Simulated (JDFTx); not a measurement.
# BN (F-43m) in JDFTx: further runs

One crystal, BN, is run at these levels: LDA, PBE, PBEsol; tasks: band structure.

Everything below comes from runs of JDFTx 1.7.0 (patched build). Logs are shortened: lines on timing, memory, paths and dates and some standing lists are left out, and cuts for length are marked. The log counts tension as positive stress, the text compression.

**What was measured.**

A printed reference work, monograph reports, for a bulk crystal of BN at 300 K: band gap 6.4 eV (indirect).

The runs below are set against these values where they give the same quantity.

**1. The crystal as given**

The structure is cubic, space group F-43m (No. 216). Conventional cell: a = 3.626 Å, b = 3.626 Å, c = 3.626 Å, α = 90.00°, β = 90.00°, γ = 90.00°. Around N (site symmetry -43m) lie 4 B at 1.57 Å. B (site symmetry -43m) has 4 N at 1.57 Å as nearest neighbours.

The cell is a database's computed one.

**2. Band structure, LDA**

bands.in

```
lattice Face-Centered Cubic 6.8521507073
coords-type Lattice
ion N      0.2500000000     0.2500000000     0.2500000000 1
ion B      0.0000000000     0.0000000000     0.0000000000 1

ion-species pseudo/N.upf
ion-species pseudo/B.upf
elec-cutoff 42 336
elec-ex-corr lda-PW
elec-smearing Fermi 0.0018374661
elec-n-bands 9
electronic-minimize nIterations 30 energyDiffThreshold 1e-06
davidson-band-ratio 1.3
forces-output-coords Cartesian
include path.kpoints
symmetries none
fix-electron-density run.$VAR

dump-name bands.$VAR
dump End Ecomponents EigStats BandEigs Kpoints Forces
```

path.kpoints

```
kpoint +0.0000000000 +0.0000000000 +0.0000000000 0.020000000000
kpoint +0.0714285714 +0.0000000000 +0.0714285714 0.020000000000
kpoint +0.1428571429 +0.0000000000 +0.1428571429 0.020000000000
kpoint +0.2142857143 +0.0000000000 +0.2142857143 0.020000000000
kpoint +0.2857142857 +0.0000000000 +0.2857142857 0.020000000000
kpoint +0.3571428571 +0.0000000000 +0.3571428571 0.020000000000
kpoint +0.4285714286 +0.0000000000 +0.4285714286 0.020000000000
kpoint +0.5000000000 +0.0000000000 +0.5000000000 0.020000000000
kpoint +0.5000000000 +0.0833333333 +0.5833333333 0.020000000000
kpoint +0.5000000000 +0.1666666667 +0.6666666667 0.020000000000
kpoint +0.5000000000 +0.2500000000 +0.7500000000 0.020000000000
kpoint +0.4375000000 +0.3125000000 +0.7500000000 0.020000000000
kpoint +0.3750000000 +0.3750000000 +0.7500000000 0.020000000000
kpoint +0.3281250000 +0.3281250000 +0.6562500000 0.020000000000
kpoint +0.2812500000 +0.2812500000 +0.5625000000 0.020000000000
kpoint +0.2343750000 +0.2343750000 +0.4687500000 0.020000000000
kpoint +0.1875000000 +0.1875000000 +0.3750000000 0.020000000000
kpoint +0.1406250000 +0.1406250000 +0.2812500000 0.020000000000
kpoint +0.0937500000 +0.0937500000 +0.1875000000 0.020000000000
kpoint +0.0468750000 +0.0468750000 +0.0937500000 0.020000000000
kpoint +0.0000000000 +0.0000000000 +0.0000000000 0.020000000000
kpoint +0.0833333333 +0.0833333333 +0.0833333333 0.020000000000
kpoint +0.1666666667 +0.1666666667 +0.1666666667 0.020000000000
kpoint +0.2500000000 +0.2500000000 +0.2500000000 0.020000000000
kpoint +0.3333333333 +0.3333333333 +0.3333333333 0.020000000000
kpoint +0.4166666667 +0.4166666667 +0.4166666667 0.020000000000
kpoint +0.5000000000 +0.5000000000 +0.5000000000 0.020000000000
kpoint +0.5250000000 +0.4500000000 +0.5250000000 0.020000000000
kpoint +0.5500000000 +0.4000000000 +0.5500000000 0.020000000000
kpoint +0.5750000000 +0.3500000000 +0.5750000000 0.020000000000
kpoint +0.6000000000 +0.3000000000 +0.6000000000 0.020000000000
kpoint +0.6250000000 +0.2500000000 +0.6250000000 0.020000000000
kpoint +0.5625000000 +0.2500000000 +0.6875000000 0.020000000000
kpoint +0.5000000000 +0.2500000000 +0.7500000000 0.020000000000
kpoint +0.5000000000 +0.2916666667 +0.7083333333 0.020000000000
kpoint +0.5000000000 +0.3333333333 +0.6666666667 0.020000000000
kpoint +0.5000000000 +0.3750000000 +0.6250000000 0.020000000000
kpoint +0.5000000000 +0.4166666667 +0.5833333333 0.020000000000
kpoint +0.5000000000 +0.4583333333 +0.5416666667 0.020000000000
kpoint +0.5000000000 +0.5000000000 +0.5000000000 0.020000000000
kpoint +0.4791666667 +0.4791666667 +0.5416666667 0.020000000000
kpoint +0.4583333333 +0.4583333333 +0.5833333333 0.020000000000
kpoint +0.4375000000 +0.4375000000 +0.6250000000 0.020000000000
kpoint +0.4166666667 +0.4166666667 +0.6666666667 0.020000000000
kpoint +0.3958333333 +0.3958333333 +0.7083333333 0.020000000000
kpoint +0.3750000000 +0.3750000000 +0.7500000000 0.020000000000
kpoint +0.6250000000 +0.2500000000 +0.6250000000 0.020000000000
kpoint +0.5833333333 +0.1666666667 +0.5833333333 0.020000000000
kpoint +0.5416666667 +0.0833333333 +0.5416666667 0.020000000000
kpoint +0.5000000000 +0.0000000000 +0.5000000000 0.020000000000
```

Potentials or basis: PseudoDojo-SR-LDA-0.4.1-standard.

The run is started by

```bash
$ jdftx -c 1 -i bands.in -o bands.out
```

The program printed:

```text
*************** JDFTx 1.7.0 (patched build) ***************

Input parsed successfully to the following command list (including defaults):
[... the input with its defaults ...]

---------- Initializing the Grid ----------
R =
[            0      3.42608      3.42608  ]
[      3.42608            0      3.42608  ]
[      3.42608      3.42608            0  ]
unit cell volume = 80.4305
G =
[  -0.916965   0.916965   0.916965  ]
[   0.916965  -0.916965   0.916965  ]
[   0.916965   0.916965  -0.916965  ]
Minimum fftbox size, Smin = [  40  40  40  ]
Chosen fftbox size, S = [  40  40  40  ]

---------- Initializing tighter grid for wavefunction operations ----------
R =
[            0      3.42608      3.42608  ]
[      3.42608            0      3.42608  ]
[      3.42608      3.42608            0  ]
unit cell volume = 80.4305
G =
[  -0.916965   0.916965   0.916965  ]
[   0.916965  -0.916965   0.916965  ]
[   0.916965   0.916965  -0.916965  ]
Minimum fftbox size, Smin = [  32  32  32  ]
Chosen fftbox size, S = [  32  32  32  ]

---------- Exchange Correlation functional ----------
Initalized Slater LDA exchange.
Initalized Perdew-Wang LDA correlation.

---------- Setting up pseudopotentials ----------
Width of ionic core gaussian charges (only for fluid interactions / plotting) set to 0

Reading pseudopotential file 'pseudo/N.upf':
  'N' pseudopotential, 'SLA  PW   NOGX NOGC' functional
  Generated using ONCVPSP code by D. R. Hamann
  5 valence electrons, 2 orbitals, 4 projectors, 1001 radial grid points, with lMax = 1
    2S    l: 0   occupation:  2.0   eigenvalue: -0.676963
    2P    l: 1   occupation:  3.0   eigenvalue: -0.266038
  Core radius for overlap checks: 1.31 bohrs.

Reading pseudopotential file 'pseudo/B.upf':
  'B' pseudopotential, 'SLA  PW   NOGX NOGC' functional
  Generated using ONCVPSP code by D. R. Hamann
  3 valence electrons, 2 orbitals, 4 projectors, 1001 radial grid points, with lMax = 1
    2S    l: 0   occupation:  2.0   eigenvalue: -0.344843
    2P    l: 1   occupation:  1.0   eigenvalue: -0.136532
  Core radius for overlap checks: 1.18 bohrs.

Initialized 2 species with 2 total atoms.

Folded 50 k-points by 1x1x1 to 50 k-points.

---------- Setting up k-points, bands, fillings ----------
No reducable k-points.
Computing the number of bands and number of electrons
Calculating initial fillings.
nElectrons:   8.000000   nBands: 9   nStates: 50

----- Setting up reduced wavefunction bases (one per k-point) -----
average nbasis = 1043.820 , ideal nbasis = 1045.656

---------- Setting up ewald sum ----------
Optimum gaussian width for ewald sums = 1.556064 bohr.
Real space sum over 1331 unit cells with max indices [  5  5  5  ]
Reciprocal space sum over 2197 terms with max indices [  6  6  6  ]

---------- Allocating electronic variables ----------
Reading n from file 'run.n' ... done
Initializing wave functions:  linear combination of atomic orbitals
Note: number of bands (9) exceeds available atomic orbitals (8)

----------- Band structure minimization -------------
Minimization will be done independently for each quantum number.

---- Minimization of quantum number:     0  [ +0.0000000 +0.0000000 +0.0000000 ]  0.040000000 ----
BandDavidson: Iter:   0  Eband: +0.227004638245169
BandDavidson: Iter:   1  Eband: +0.204845403627408  dEband: -2.215923e-02
BandDavidson: Iter:   2  Eband: +0.202942158256564  dEband: -1.903245e-03
BandDavidson: Iter:   3  Eband: +0.202449314094612  dEband: -4.928442e-04
[... 581 lines of inner loops ...]
BandDavidson: Iter:   5  Eband: +0.195435157685253  dEband: -2.055458e-06
BandDavidson: Iter:   6  Eband: +0.195434763150551  dEband: -3.945347e-07
BandDavidson: Converged (dEband<1.000000e-06)
	FillingsUpdate:  mu: +0.453945349  nElectrons: 8.000000

Dumping 'bands.eigStats' ...
	eMin: -0.337879 at state 0 ( [ +0.000000 +0.000000 +0.000000 ] spin 0 )
	HOMO: +0.395559 at state 20 ( [ +0.000000 +0.000000 +0.000000 ] spin 0 )
	mu  : +0.453945
	LUMO: +0.557498 at state 49 ( [ +0.500000 +0.000000 +0.500000 ] spin 0 )
	eMax: +1.288725 at state 20 ( [ +0.000000 +0.000000 +0.000000 ] spin 0 )
	HOMO-LUMO gap: +0.161940
	Optical gap  : +0.319794 at state 20 ( [ +0.000000 +0.000000 +0.000000 ] spin 0 )
Done!
[note: mu, HOMO and LUMO in a band run belong to the points of the path alone and aren't those of the crystal]
```

It took 2.7 s on 1 thread of Intel Xeon 6975P-C (Granite Rapids), shared host; peak memory 0.08 GiB.

What came out:

```yaml
Band_gap_along_the_path: 4.41 eV, indirect (least direct gap 8.70 eV)
```

Levels at the corners of the path, in eV from the valence-band top:
```csv
point,band 2,band 3,band 4,band 5
Γ,0.00,0.00,0.00,8.70
X,-8.82,-4.89,-4.89,4.41
W,-7.47,-6.96,-6.50,9.44
K,-8.02,-7.65,-4.06,6.84
Γ,0.00,0.00,0.00,8.70
L,-10.63,-1.93,-1.93,10.14
U,-8.02,-7.65,-4.06,6.84
W,-7.47,-6.96,-6.50,9.44
L,-10.63,-1.93,-1.93,10.14
K,-8.02,-7.65,-4.06,6.84
U,-8.02,-7.65,-4.06,6.84
X,-8.82,-4.89,-4.89,4.41
```

**3. Band structure, PBE**

bands.in, as its differences from that of step 2:

```diff
@@ -1,2 +1,6 @@
-lattice Face-Centered Cubic 6.8521507073
+lattice \
+    0.0000000000     1.8130010000     1.8130010000 \
+    1.8130010000     0.0000000000     1.8130010000 \
+    1.8130010000     1.8130010000     0.0000000000
+latt-scale 1.889726124626 1.889726124626 1.889726124626
 coords-type Lattice
@@ -8,3 +12,3 @@
 elec-cutoff 42 336
-elec-ex-corr lda-PW
+elec-ex-corr gga-PBE
 elec-smearing Fermi 0.0018374661
```

path.kpoints is that of step 2.

Potentials or basis: PseudoDojo-SR-PBE-0.5-standard.

The run is started by

```bash
$ jdftx -c 1 -i bands.in -o bands.out
```

Wall time 2.8 s (1 thread of Intel Xeon 6975P-C (Granite Rapids), shared host); peak memory 0.08 GiB.

The run converged. Its results:

- Band gap along the path: 4.52 eV, indirect (least direct gap 8.83 eV)

Levels at the corners of the path, in eV from the valence-band top:
```tsv
point	band 1	band 2	band 3	band 4	band 5
Γ	-20.11	0.00	0.00	0.00	8.83
X	-14.57	-8.85	-4.86	-4.86	4.52
W	-14.27	-7.54	-6.89	-6.44	9.61
K	-14.49	-8.07	-7.58	-4.04	6.95
Γ	-20.11	0.00	0.00	0.00	8.83
L	-15.93	-10.60	-1.93	-1.93	10.09
U	-14.49	-8.07	-7.58	-4.04	6.95
W	-14.27	-7.54	-6.89	-6.44	9.61
L	-15.93	-10.60	-1.93	-1.93	10.09
K	-14.49	-8.07	-7.58	-4.04	6.95
U	-14.49	-8.07	-7.58	-4.04	6.95
X	-14.57	-8.85	-4.86	-4.86	4.52
```

**4. Band structure, PBEsol**

bands.in

```
lattice \
    0.0000000000     3.4260753537     3.4260753537 \
    3.4260753537     0.0000000000     3.4260753537 \
    3.4260753537     3.4260753537     0.0000000000
coords-type Cartesian
ion N      1.7130376768     1.7130376768     1.7130376768 1
ion B      0.0000000000     0.0000000000     0.0000000000 1

ion-species pseudo/N.upf
ion-species pseudo/B.upf
elec-cutoff 42 336
elec-ex-corr gga-PBEsol
elec-smearing Fermi 0.0018374661
elec-n-bands 9
electronic-minimize nIterations 30 energyDiffThreshold 1e-06
davidson-band-ratio 1.3
forces-output-coords Cartesian
include path.kpoints
symmetries none
fix-electron-density run.$VAR

dump-name bands.$VAR
dump End Ecomponents EigStats BandEigs Kpoints Forces
```

path.kpoints is that of step 3.

Potentials or basis: PseudoDojo-SR-PBEsol-0.4.1-standard.

The run is started by

```bash
$ jdftx -c 1 -i bands.in -o bands.out
```

The program printed:

```text
*************** JDFTx 1.7.0 (patched build) ***************

Input parsed successfully to the following command list (including defaults):
[... the input with its defaults ...]

---------- Initializing the Grid ----------
R =
[            0      3.42608      3.42608  ]
[      3.42608            0      3.42608  ]
[      3.42608      3.42608            0  ]
unit cell volume = 80.4305
G =
[  -0.916965   0.916965   0.916965  ]
[   0.916965  -0.916965   0.916965  ]
[   0.916965   0.916965  -0.916965  ]
Minimum fftbox size, Smin = [  40  40  40  ]
Chosen fftbox size, S = [  40  40  40  ]

---------- Initializing tighter grid for wavefunction operations ----------
R =
[            0      3.42608      3.42608  ]
[      3.42608            0      3.42608  ]
[      3.42608      3.42608            0  ]
unit cell volume = 80.4305
G =
[  -0.916965   0.916965   0.916965  ]
[   0.916965  -0.916965   0.916965  ]
[   0.916965   0.916965  -0.916965  ]
Minimum fftbox size, Smin = [  32  32  32  ]
Chosen fftbox size, S = [  32  32  32  ]

---------- Exchange Correlation functional ----------
Initalized PBEsol GGA exchange.
Initalized PBEsol GGA correlation.

---------- Setting up pseudopotentials ----------
Width of ionic core gaussian charges (only for fluid interactions / plotting) set to 0

Reading pseudopotential file 'pseudo/N.upf':
  'N' pseudopotential, 'PBESOL' functional
  Generated using ONCVPSP code by D. R. Hamann
  5 valence electrons, 2 orbitals, 4 projectors, 1001 radial grid points, with lMax = 1
    2S    l: 0   occupation:  2.0   eigenvalue: -0.678237
    2P    l: 1   occupation:  3.0   eigenvalue: -0.258576
  Core radius for overlap checks: 1.31 bohrs.

Reading pseudopotential file 'pseudo/B.upf':
  'B' pseudopotential, 'PBESOL' functional
  Generated using ONCVPSP code by D. R. Hamann
  3 valence electrons, 2 orbitals, 4 projectors, 1001 radial grid points, with lMax = 1
    2S    l: 0   occupation:  2.0   eigenvalue: -0.344017
    2P    l: 1   occupation:  1.0   eigenvalue: -0.130657
  Core radius for overlap checks: 1.18 bohrs.

Initialized 2 species with 2 total atoms.

Folded 50 k-points by 1x1x1 to 50 k-points.

---------- Setting up k-points, bands, fillings ----------
No reducable k-points.
Computing the number of bands and number of electrons
Calculating initial fillings.
nElectrons:   8.000000   nBands: 9   nStates: 50

----- Setting up reduced wavefunction bases (one per k-point) -----
average nbasis = 1043.820 , ideal nbasis = 1045.656

---------- Setting up ewald sum ----------
Optimum gaussian width for ewald sums = 1.556064 bohr.
Real space sum over 1331 unit cells with max indices [  5  5  5  ]
Reciprocal space sum over 2197 terms with max indices [  6  6  6  ]

---------- Allocating electronic variables ----------
Reading n from file 'run.n' ... done
Initializing wave functions:  linear combination of atomic orbitals
Note: number of bands (9) exceeds available atomic orbitals (8)

----------- Band structure minimization -------------
Minimization will be done independently for each quantum number.

---- Minimization of quantum number:     0  [ +0.0000000 +0.0000000 +0.0000000 ]  0.040000000 ----
BandDavidson: Iter:   0  Eband: +0.230020765337251
BandDavidson: Iter:   1  Eband: +0.207502280914550  dEband: -2.251848e-02
BandDavidson: Iter:   2  Eband: +0.205664184980026  dEband: -1.838096e-03
BandDavidson: Iter:   3  Eband: +0.205215654650600  dEband: -4.485303e-04
[... 584 lines of inner loops ...]
BandDavidson: Iter:   5  Eband: +0.198418636680085  dEband: -2.112776e-06
BandDavidson: Iter:   6  Eband: +0.198418227360208  dEband: -4.093199e-07
BandDavidson: Converged (dEband<1.000000e-06)
	FillingsUpdate:  mu: +0.461974333  nElectrons: 8.000000

Dumping 'bands.eigStats' ...
	eMin: -0.336507 at state 0 ( [ +0.000000 +0.000000 +0.000000 ] spin 0 )
	HOMO: +0.403588 at state 20 ( [ +0.000000 +0.000000 +0.000000 ] spin 0 )
	mu  : +0.461974
	LUMO: +0.562734 at state 49 ( [ +0.500000 +0.000000 +0.500000 ] spin 0 )
	eMax: +1.297660 at state 20 ( [ +0.000000 +0.000000 +0.000000 ] spin 0 )
	HOMO-LUMO gap: +0.159147
	Optical gap  : +0.322769 at state 20 ( [ +0.000000 +0.000000 +0.000000 ] spin 0 )
Done!
[note: mu, HOMO and LUMO in a band run belong to the points of the path alone and aren't those of the crystal]
```

Run time: 2.8 s. Hardware: 1 thread of Intel Xeon 6975P-C (Granite Rapids), shared host; peak memory 0.08 GiB.

Results:

| Quantity | Value |
| --- | --- |
| Band gap along the path | 4.33 eV, indirect (least direct gap 8.78 eV) |

Levels at the corners of the path, in eV from the valence-band top:
```tsv
point	band 1	band 2	band 3	band 4	band 5
Γ	-20.14	0.00	0.00	0.00	8.78
X	-14.54	-8.90	-4.90	-4.90	4.33
W	-14.22	-7.56	-6.98	-6.52	9.44
K	-14.45	-8.11	-7.68	-4.07	6.78
Γ	-20.14	0.00	0.00	0.00	8.78
L	-15.91	-10.69	-1.93	-1.93	10.03
U	-14.45	-8.11	-7.68	-4.07	6.78
W	-14.22	-7.56	-6.98	-6.52	9.44
L	-15.91	-10.69	-1.93	-1.93	10.03
K	-14.45	-8.11	-7.68	-4.07	6.78
U	-14.45	-8.11	-7.68	-4.07	6.78
X	-14.54	-8.90	-4.90	-4.90	4.33
```

**5. How close it comes**

Step 2. Against the measured gap of BN, 6.4 eV (indirect; 300 K; a printed reference work, monograph), the calculated 4.41 eV is off by -1.99 eV. The value is that of LDA, without temperature or zero-point motion. Semilocal functionals fall short of measured gaps as a rule. The cell is a database's relaxed one, not the measured one, which moves gaps too.

Step 3. A measured gap of BN is 6.4 eV (indirect; 300 K; a printed reference work, monograph); the calculated 4.52 eV misses it by -1.88 eV. The value is that of PBE, without temperature or zero-point motion. Semilocal functionals fall short of measured gaps as a rule. The cell is a database's relaxed one, not the measured one, which moves gaps too.

Step 4. A measured gap of BN is 6.4 eV (indirect; 300 K; a printed reference work, monograph); the calculated 4.33 eV misses it by -2.07 eV. The value is that of PBEsol, without temperature or zero-point motion. Semilocal functionals fall short of measured gaps as a rule. The cell is a database's relaxed one, not the measured one, which moves gaps too.
